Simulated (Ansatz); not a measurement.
All numbers below come from Ansatz, DFT PBE, scalar-relativistic, plane waves, PAW. Settings: cutoff 420 eV, Γ-centred meshes spaced at most about 0.3 Å⁻¹, and about 0.25 Å⁻¹ or finer for metals (2π included), Gaussian smearing. No spin polarisation.

Temperature and zero-point effects are left out.

Question: Which of these relaxed structures of In3GaP2 is the lowest in energy?
A.

Space group P-4m2 (No. 115). a = 4.465 Å, b = 4.465 Å, c = 7.890 Å, α = 90.00°, β = 90.00°, γ = 90.00°
```
atom  site  symmetry       x       y       z
  In    1b      -4m2  0.5000  0.5000  0.0000
  In    1a      -4m2  0.0000  0.0000  0.0000
  In    1c      -4m2  0.5000  0.5000  0.5000
  Ga    1d      -4m2  0.0000  0.0000  0.5000
   P    2g      2mm. 0.0000  0.5000  0.3233
```

B.

Space group P6/mmm (No. 191). a = 9.177 Å, b = 9.177 Å, c = 2.798 Å, α = 90.00°, β = 90.00°, γ = 120.00°
| atom | site | symmetry | x | y | z |
| --- | --- | --- | --- | --- | --- |
| In | 3f | mmm | 0.5000 | 0.0000 | 0.0000 |
| Ga | 1a | 6/mmm | 0.0000 | 0.0000 | 0.0000 |
| P | 2c | -6m2 | 0.3333 | 0.6667 | 0.0000 |

C.

Space group P4/mmm (No. 123). a = 5.456 Å, b = 5.456 Å, c = 5.237 Å, α = 90.00°, β = 90.00°, γ = 90.00°
```json
{"atom": "In", "site": "1d", "symmetry": "4/mmm", "x": "0.5000", "y": "0.5000", "z": "0.5000"}
{"atom": "In", "site": "2f", "symmetry": "mmm.", "x": "0.5000", "y": "0.0000", "z": "0.0000"}
{"atom": "Ga", "site": "1b", "symmetry": "4/mmm", "x": "0.0000", "y": "0.0000", "z": "0.5000"}
{"atom": "P", "site": "1c", "symmetry": "4/mmm", "x": "0.5000", "y": "0.5000", "z": "0.0000"}
{"atom": "P", "site": "1a", "symmetry": "4/mmm", "x": "0.0000", "y": "0.0000", "z": "0.0000"}
```

D.

Space group P6/mmm (No. 191). a = 6.882 Å, b = 6.882 Å, c = 3.821 Å, α = 90.00°, β = 90.00°, γ = 120.00°
| atom | site | symmetry | x | y | z |
| --- | --- | --- | --- | --- | --- |
| In | 3g | mmm | 0.0000 | 0.5000 | 0.5000 |
| Ga | 1a | 6/mmm | 0.0000 | 0.0000 | 0.0000 |
| P | 2c | -6m2 | 0.3333 | 0.6667 | 0.0000 |

Answer: A. The next of these, C, lies 116 meV/atom higher. Counting P atoms around Ga and In (those within 1.25 times the shortest such distance or 1.15 times the sum of covalent radii; a plus sign parts nearer from farther groups; the shortest distance is added where it is long for a bond; a slash parts the counts of unlike sites): A has In 4/4 from 3.4 Å, Ga 4; C has In 2/4, Ga 2; D has In 4, Ga 6 from 4.0 Å; B has In 2, Ga 6+12 from 5.3 Å. All come from invented guesses. Even the lowest of the cells shown lies +0.09 eV/atom against the elements.

Cells relaxed within their symmetry can be saddle points. Some candidate types were left out of the draw beforehand, so a known form may be missing.
